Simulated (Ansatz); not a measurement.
# Thickness series of a Zn/BN/Cu junction, part 3 of 6

How fast does the current through Zn/BN/Cu fall with each added layer? The lower electrode is Zn hcp(0001), the upper one Cu fcc(111); the barrier is BN zinc blende(111) (whole bilayers). In the first transport cell, after relaxation, the nearest pair of electrode and barrier is Zn–N at 2.61 Å, at a slant, too long for a bond, at the lower face and Cu–B at 2.49 Å, at a slant, at the upper one. A gap without bonds adds to the barrier. All share a net of side 2.613 Å, which strains the lower electrode by -1.8 %, the upper one by +1.8 % and the barrier by +1.8 %, against typed lattice constants near PBE's. The first steps treat the bulk electrodes alone.

Ansatz 0.2.0; PBE DFT, plane waves, PAW files (the session's first sound run).

So far. Step 4 (Relaxing the interfaces): The largest force component on a free atom ends at 0.012 eV/Å. At one or more of this run's solves the program warned of density in the dipole ramp over its bound, where dipole, forces and levels can be off.

### Step 5. T(E) of the junction

This step: PBE DFT, plane waves, PAW files; ballistic transmission by layer matching between semi-infinite leads (Ansatz 0.2.0).

System of this step: Zn/BN/Cu. The cell holds 27 atoms: 11 Zn, 4 N, 4 B and 8 Cu. Its edges and angles: a = 2.613 Å, b = 2.613 Å, c = 65.118 Å, α = 90.0°, β = 90.0°, γ = 120.0°. Regions: left electrode, 11 atoms (11 Zn); barrier, 8 atoms (4 N and 4 B); right electrode, 8 atoms (8 Cu). Vacuum lies along c.

The relaxed core is set between ideal electrode layers (this cell holds 8 atomic planes between the electrodes; where that differs from the relaxed slab, whole periods were copied in or cut out without a new relaxation), which the solver continues as semi-infinite leads. A wide energy window on a coarse mesh (18×18) shows where the Fermi level lies against the barrier's bands; the projected density of states shows how far the metals' states reach in.

File input.yaml:

```yaml
crystal:
  lattice:
    - [2.613, 0.0, 0.0]
    - [-1.3065, 2.2629243801, 0.0]
    - [0.0, 0.0, 65.1179809525]
  atoms:
    - { symbol: Zn, position: [0.0, 0.0, 0.1074971904] }
    - { symbol: Zn, position: [0.33333333, 0.66666667, 0.1469847161] }
    - { symbol: Zn, position: [0.0, 0.0, 0.1864722417] }
    - { symbol: Zn, position: [0.33333333, 0.66666667, 0.2259597673] }
    - { symbol: Zn, position: [0.0, 0.0, 0.265447293] }
    - { symbol: Zn, position: [0.33333333, 0.66666667, 0.3049348186] }
    - { symbol: Zn, position: [0.0, 0.0, 0.3444223442] }
    - { symbol: Zn, position: [0.33333333, 0.66666667, 0.3839098699] }
    - { symbol: Zn, position: [0.0, 0.0, 0.4233973955] }
    - { symbol: Zn, position: [0.33333333, 0.66666667, 0.4628849211] }
    - { symbol: Zn, position: [0.0, 0.0, 0.5025857398] }
    - { symbol: "N", position: [0.33333333, 0.66666667, 0.5353493823] }
    - { symbol: B, position: [0.66666667, 0.33333333, 0.5420713261] }
    - { symbol: "N", position: [0.66666667, 0.33333333, 0.5672430024] }
    - { symbol: B, position: [0.0, 0.0, 0.5746878316] }
    - { symbol: "N", position: [0.0, 0.0, 0.5994307672] }
    - { symbol: B, position: [0.33333333, 0.66666667, 0.6069248767] }
    - { symbol: "N", position: [0.33333333, 0.66666667, 0.6317456695] }
    - { symbol: B, position: [0.66666667, 0.33333333, 0.6393545628] }
    - { symbol: Cu, position: [0.0, 0.0, 0.6697429377] }
    - { symbol: Cu, position: [0.33333333, 0.66666667, 0.7019573892] }
    - { symbol: Cu, position: [0.66666667, 0.33333333, 0.7337149592] }
    - { symbol: Cu, position: [0.0, 0.0, 0.7654725293] }
    - { symbol: Cu, position: [0.33333333, 0.66666667, 0.7972300994] }
    - { symbol: Cu, position: [0.66666667, 0.33333333, 0.8289876694] }
    - { symbol: Cu, position: [0.0, 0.0, 0.8607452395] }
    - { symbol: Cu, position: [0.33333333, 0.66666667, 0.8925028096] }
kpoints:
  mp_grid: { grid: [12, 12, 1] }
scf:
  occupations: { method: fermi_dirac, width: 0.1 }
  max_iter: 150
hamiltonian:
  xc: pbe
output:
  transmission:
    kmesh: [18, 18]
    e_range: [-2, 3]
    de: 0.1
    leads: [[4, 6], [23, 24]]
  dos: { projected: true, e_range: [-6, 5], de: 0.05 }
  write_potential: true
  write_density: true
  volumetric_format: npy
  elf: true
```

Started as:

```
> ansatz run input.yaml --threads 4 --pin off --max-ram 10240MiB --backend cpu --events-out ev --progress --plain --runs-dir out
```

Numbers of over 12 decimals in the logs are rounded to 6 here.

The program printed:

```text
[...]
Crystal: 27 atoms, lattice volume = 385.044 Å³
Basis set: ecut = 420 eV, 7699 PW (Γ)
Bands: 190, of which v1, the nominal top of the filled ones, is band 158 counted from 1 (157 counted from 0)
Symmetry: 6 space group operations
[...]
k-points: 19 of 144 (time reversal used)
[...]
SCF iter   1: F=—  HF=-91676.704206 eV  |F-HF|=—  |Δ(HF+E_count)|=         —  Δρ=8.33e-3  dr2=2.96e1  ethr=1.77e-3  ⟨swp⟩=7.4  Hψ=15696  notcnv=0  defer=152
[...]
SCF iter  12: F=-91676.436803 eV  HF=-91676.436803 eV  |F-HF|=6.31e-8  |Δ(HF+E_count)|=   1.73e-8  Δρ=2.28e-6  dr2=7.78e-8  ethr=3.16e-11  ⟨swp⟩=17.3  Hψ=18370  notcnv=0
SCF 1 converged in 12 iterations: F = -91676.436803 eV  dr2 = 7.78e-8
[...]
transmission: 200 of 1998 steps passed
transmission: 400 of 1998 steps passed
[...]
transmission: 1998 of 1998 steps passed
WARN: The output density's exchange-correlation potential varies sharply where the density is thin. Do not read a vacuum level from v_tot or v_xc, or from such a field of the output density. On a cell that repeats whose density bears no net charge and no dipole along the vacuum's axis use v_es (v_loc + v_h of the components); under efield.dipole_correction with no amplitude use v_es + v_field, which holds any externa [...]
SCF converged after 12 iterations
Free energy (F): -91676.436803 eV
[...]
Internal energy: -91676.246996 eV  (E = F + TS)
E sigma→0 (E₀):  -91676.341899 eV
Entropy (-TS):   -0.189807 eV (-7.030 meV/atom)
Fermi energy:    9.552504 eV
[...]
--- Band table (eV; the first three rows and the last of 19) ---
  k-point 0: bands = [... 154 lower, 7.7910, 7.8559, 7.9495, 7.9495, 8.0473, 8.0473, 8.2343, 8.4649, ... 28 higher]
  k-point 1: bands = [... 154 lower, 7.7972, 7.8023, 7.9441, 7.9549, 8.0515, 8.0526, 8.2939, 8.3952, ... 28 higher]
  k-point 2: bands = [... 154 lower, 7.8100, 7.8481, 7.9606, 7.9679, 8.0663, 8.1630, 8.4754, 8.9369, ... 28 higher]
  k-point 18: bands = [... 154 lower, 10.6096, 10.7088, 10.8079, 11.1245, 11.1995, 11.5391, 11.6578, 12.1598, ... 28 higher]
--- Transmission ---
  basis      : 55 plane waves across, 54 finite elements along
  points     : 37, standing for a mesh of 18 x 18
  energies   : 51 from -2.000000 to 3.000000 eV about the Fermi level, 0.100000 eV apart; the leads are filled to 0.000000 eV, and channels, transmission and decay are at 0.000000 eV
  crystal 0  : Zn2, at the sites [4, 6], period 5.1427 Å, over 25.71 Å; its Hamiltonian steps by up to 117.1 meV: too much for a lead, lay more layers or, if its atoms are ordered, name the step of that order
    offset         : up to 0.0000 Å between an atom of the period and one for which it stands
    channels       : 5.401235e-1 a spin
    conductance    : none, the energies end too early or step too widely for 300 K: set another output.transmission.e_range or a lower de, or, where they end at an eighth of basis.ecutwfc, a higher one
    slowest decay  : 0.0572 /Å at (0.3333, 0.0000)
  crystal 1  : Cu1, at the sites [23, 24], period 2.0680 Å, over 14.48 Å; its Hamiltonian steps by up to 28.5 meV: too much for a lead, lay more layers or, if its atoms are ordered, name the step of that order
[...]
channels       : 8.240741e-1 a spin
[...]
slowest decay  : 0.0957 /Å at (0.0556, 0.0000)
  junction   : crystal 0 to crystal 1, 19.27 to 50.18 Å
    transmission   : 2.718685e-2 a spin
[...]
```

Elapsed: 2 min, on 4 threads of Arm Neoverse V2, shared host; peak memory 2.6 GiB.

In the SCF lines HF is the Harris–Foulkes energy and dr2 the Hartree energy of the density residual, in eV; the loop may stop once dr2 is under the threshold and the program's other checks hold. Hψ counts applications of the Hamiltonian.

Numbers from this step:

| Quantity | Value |
| --- | --- |
| free energy | -91676.4368 eV |
| Fermi energy | 9.553 eV |
| level to which the leads are filled | 0 eV from the Fermi level |
| transmission at the Fermi level (a spin, zone mean) | 0.02719 |
| channels of the lower lead | 0.5401 |
| channels of the upper lead | 0.8241 |
| potential step in the lower lead | 117.1 meV |
| potential step in the upper lead | 28.5 meV |

One spin. The transmission, zone mean by energy, zero at the Fermi level:

```csv
energy (eV),"transmission, zone mean"
-2.00,0.0980
-1.80,0.0886
-1.70,0.0826
-1.50,0.116
-1.30,0.138
-1.10,0.113
-1.00,0.0985
-0.80,0.0765
-0.60,0.0595
-0.40,0.0487
-0.30,0.0442
-0.10,0.0293
0.00,0.0272
0.10,0.0258
0.20,0.0254
0.40,0.0129
0.60,0.00571
0.80,0.00410
0.90,0.00345
1.10,0.00161
1.30,0.00144
1.40,0.00146
1.60,0.00122
1.80,0.00139
2.00,0.00136
2.10,0.00411
2.30,0.00215
2.50,0.00433
2.70,0.00285
2.80,0.00377
3.00,0.00272
```

One spin. The open channels, zone mean by energy, zero at the Fermi level:

```csv
energy (eV),lower lead,upper lead
-2.00,0.772,1.63
-1.80,0.799,1.67
-1.50,0.799,1.35
-1.30,0.707,0.577
-1.00,0.725,0.660
-0.80,0.725,0.679
-0.60,0.762,0.713
-0.30,0.651,0.824
-0.10,0.540,0.806
0.00,0.540,0.824
0.10,0.540,0.824
0.40,0.627,0.806
0.60,0.781,0.880
0.90,0.855,0.880
1.10,0.873,0.843
1.30,0.954,0.843
1.60,1.05,0.833
1.80,1.18,0.870
2.00,1.12,0.815
2.30,1.15,0.759
2.50,1.14,0.741
2.80,1.20,0.685
3.00,1.27,0.667
```

Transmission over k1 and k2. At 0.0000 eV from the Fermi level.

Ten even steps from '0' (0.000) to '9' (0.449):
```
000000000000000000
000000000000000000
000000000000000000
000000000000000000
000000111000000000
000001233210000000
000001379731000000
000001390093100000
000000270007200000
000000139009310000
000000013797310000
000000001233210000
000000000011100000
000000000000000000
000000000000000000
000000000000000000
000000000000000000
000000000000000000
```
Columns: k1 (b1) from -0.5 to 0.444; rows upwards: k2 (b2) from -0.5 to 0.444.

Open channels of the lower lead over k1 and k2. At 0.0000 eV from the Fermi level.

Ten even steps from '0' (0.00) to '9' (1.00):
```
000000000000099900
000000000000009900
900099999000999099
900999999990099999
900999999999009909
900999999999900900
000999999999990000
000999999999999000
000099999999999000
000099999999999900
000009999999999900
900900999999999900
990990099999999900
999999009999999900
999099900099999000
000990000000000000
000999000000000000
000999900000999900
```
Columns: k1 (b1) from -0.5 to 0.444; rows upwards: k2 (b2) from -0.5 to 0.444.

Open channels of the upper lead over k1 and k2. At 0.0000 eV from the Fermi level.

Ten even steps from '0' (0.00) to '9' (1.00):
```
999999999999000009
999999999999000000
999999999999900000
999999999999990000
999999999999999000
999999999999999900
999999999999999999
999999990099999999
999999990009999999
999999999009999999
999999999999999999
900999999999999999
900099999999999999
900009999999999999
900000999999999999
900000099999999999
990000099999999999
999999999999999999
```
Columns: k1 (b1) from -0.5 to 0.444; rows upwards: k2 (b2) from -0.5 to 0.444.

Projected DOS an atom over height of the atomic layer and energy from the Fermi level. Layers: Zn Zn Zn Zn Zn Zn Zn Zn Zn Zn Zn BN N B N B N B Cu Cu Cu Cu Cu Cu Cu Cu; projections on atoms miss part of the total, and the computed bands can run out at the top of the range; a column is the mean of 2 neighbouring layers, the last of those left over.

Values in states/eV, 22 rows by 13 columns, each cell a mean:
```
0.04 0.03 0.03 0.03 0.05 0.05 0.06 0.11 0.17 0.14 0.16 0.13 0.13
0.07 0.04 0.05 0.05 0.05 0.05 0.03 0.05 0.07 0.10 0.14 0.14 0.12
0.07 0.05 0.05 0.05 0.06 0.04 0.01 0.02 0.05 0.09 0.12 0.13 0.06
0.07 0.08 0.07 0.07 0.07 0.05 0.01 0.01 0.07 0.12 0.07 0.07 0.06
0.09 0.08 0.08 0.08 0.08 0.07 0.01 0.01 0.07 0.12 0.06 0.07 0.08
0.13 0.10 0.09 0.10 0.11 0.09 0.01 0.01 0.09 0.13 0.07 0.09 0.10
0.14 0.14 0.15 0.14 0.14 0.08 0.01 0.01 0.10 0.12 0.13 0.13 0.17
0.13 0.14 0.13 0.14 0.13 0.08 0.01 0.01 0.09 0.11 0.19 0.17 0.19
0.08 0.11 0.13 0.10 0.08 0.07 0.01 0.02 0.15 0.14 0.19 0.19 0.21
0.05 0.06 0.06 0.06 0.08 0.11 0.02 0.02 0.17 0.19 0.22 0.22 0.25
0.06 0.05 0.05 0.06 0.10 0.17 0.04 0.03 0.18 0.28 0.29 0.30 0.32
0.10 0.09 0.09 0.09 0.08 0.18 0.08 0.04 0.14 0.38 0.38 0.38 0.41
0.14 0.13 0.13 0.12 0.11 0.15 0.09 0.04 0.07 0.56 1.03 1.18 1.56
0.15 0.19 0.16 0.19 0.16 0.19 0.13 0.04 0.07 3.32 4.19 3.99 4.69
0.16 0.13 0.17 0.14 0.16 0.35 0.28 0.13 0.11 3.87 3.31 3.32 3.69
0.22 0.17 0.16 0.18 0.19 0.30 0.30 0.20 0.18 4.08 3.79 3.84 3.96
0.23 0.22 0.21 0.22 0.23 0.31 0.37 0.26 0.20 3.05 2.84 2.87 2.37
0.22 0.26 0.25 0.25 0.22 0.29 0.42 0.39 0.31 2.29 2.18 2.17 1.89
0.22 0.19 0.18 0.19 0.18 0.34 0.45 0.47 0.32 1.59 1.46 1.47 1.15
0.23 0.19 0.19 0.19 0.22 0.31 0.52 0.50 0.38 0.75 0.79 0.78 0.56
0.23 0.22 0.22 0.24 0.23 0.24 0.35 0.33 0.36 0.34 0.38 0.37 0.28
0.21 0.20 0.22 0.20 0.20 0.32 0.44 0.55 0.45 0.23 0.25 0.25 0.20
```
Columns: height of the atomic layer (Å) from 8.29 to 57.1 (not evenly spaced); rows upwards: energy from the Fermi level (eV) from -6 to 5.

Valence density in the ca plane at fractional y = 0.667, with atoms of Zn and N and B and Cu within 0.2 Å of it. It is the smooth field of the valence electrons, not physical close to the nuclei.

Values in e/Å³, 5 rows by 16 columns, each cell a mean:
```
 0  0  1  0  1  0  0  0  1  1  0  0  0  1  0  1
 1  0  1  0  1  0  1  0  0  1  0  1  0  1  0  1
 2  0  0  0  0  1  2  1  0  0  3 14  0  0  0  0
 3  0  0  0  0  1  3  1  0  0  4 23  0  0  0  0
 1  0  0  0  1  0  1  1  0  0  1  2  0  0  0  0
```
Columns run along c (16.0 Å, from fractional 0.53 to 0.78 of the cell), rows up along a (2.6 Å). Atoms in or near the plane, at fractional coordinates: N at (0.54, 0.33), B at (0.61, 0.33), N at (0.63, 0.33), Cu at (0.70, 0.33).

Electrostatic potential energy in the ca plane at fractional y = 0.667, with atoms of Zn and N and B and Cu within 0.2 Å of it. With pseudopotentials it is smooth inside the atoms' cores, unlike the true potential.

Values in eV, 5 rows by 16 columns, each cell a mean:
```
  5   7   1   6   4   9   7   3   3  -4  10   9   7  -7   6  -8
  3   9   6   8   5   5   4   5   6   2   6  -2   8   0   9   1
-29  10  11  10 -11 -18 -27   1  11  10  -9 -34   8  10  12  10
-38   9  11  10 -16 -24 -35  -2  11  11 -13 -39   7  11  12  11
 -2  10   8   9   2   0  -2   6   8   5   2 -12   8   5  10   4
```
Columns run along c (16.0 Å, from fractional 0.53 to 0.78 of the cell; values clipped at the 3rd and 97th percentile), rows up along a (2.6 Å). Atoms in or near the plane, at fractional coordinates: N at (0.54, 0.33), B at (0.61, 0.33), N at (0.63, 0.33), Cu at (0.70, 0.33).

ELF in the ca plane at fractional y = 0.667, with atoms of Zn and N and B and Cu within 0.2 Å of it. It is the smooth field of the valence electrons, not physical close to the nuclei.

Ten even steps from '0' (0.03) to '9' (0.89), each cell a mean:
```
34423699833577510244333111112211221111121111
34323699833577510244333111112211221111121111
78731467522578523687522111122111122111121111
88840123200365357888611111221233212211222112
43750000000220079626610122321377312222222222
43750000000220079626610122321377312222222222
88840022100365358778611122221233212211222112
78731367522578523688522111121111122111121111
```
Columns run along c (16.0 Å, from fractional 0.53 to 0.78 of the cell), rows up along a (2.6 Å). Atoms in or near the plane, at fractional coordinates: N at (0.54, 0.33), B at (0.61, 0.33), N at (0.63, 0.33), Cu at (0.70, 0.33).

At the Fermi level the transmission is 0.027, as a zone mean for one spin on this coarse mesh. At the Fermi level the layers of this cell's barrier hold from 0.010 to 0.33 states an eV and atom. In the worse lead the potential repeats within 117 meV, which the program flags as too much for a lead, so G carries that doubt.

(Continued in part 4 of 6.)

[Logs are printed without paths, hosts, clocks, repeated set-up lines and the standing remarks that a program may print on its own settings, such as how far it seeks lower states.]

[Hosts, paths, dates, database ids (printed as entryN), source tags and the programs' standing remarks are cut or masked in the printed files.]
